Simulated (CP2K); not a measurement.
In:

```
In
1.0
     3.37691    0.00000    0.00000
     0.24723    3.36784    0.00000
    -1.81207   -1.68392    2.29876
In
1
Direct
  0.00000 0.00000 0.00000
```

Base run:

```yaml
Program: CP2K 2026.2
Functional: PW91
Potentials_or_basis: POTENTIAL_UZH In GTH-PBE-q13; TZVP-MOLOPT-PBE-GTH basis
Density_cutoff: 9184 eV
k_mesh: 11 × 11 × 11
Occupations: fermi-dirac, width 0.05 eV
Spin: no spin polarisation
```

Its results: band gap on the k mesh none (metal or under the smearing width); pressure 2.5 GPa.

Problem. The run is repeated on the same cell with these changes: functional from PW91 to HLE16. What comes out?

Solution. Band gap on the k mesh none (metal or under the smearing width); pressure -6.1 GPa.

Caveats: the potentials were made for another functional, which shifts forces and pressure; the basis of atomic orbitals isn't converged, which shifts pressures, moduli and gaps; the potentials were made for a functional far from this one (some runs).
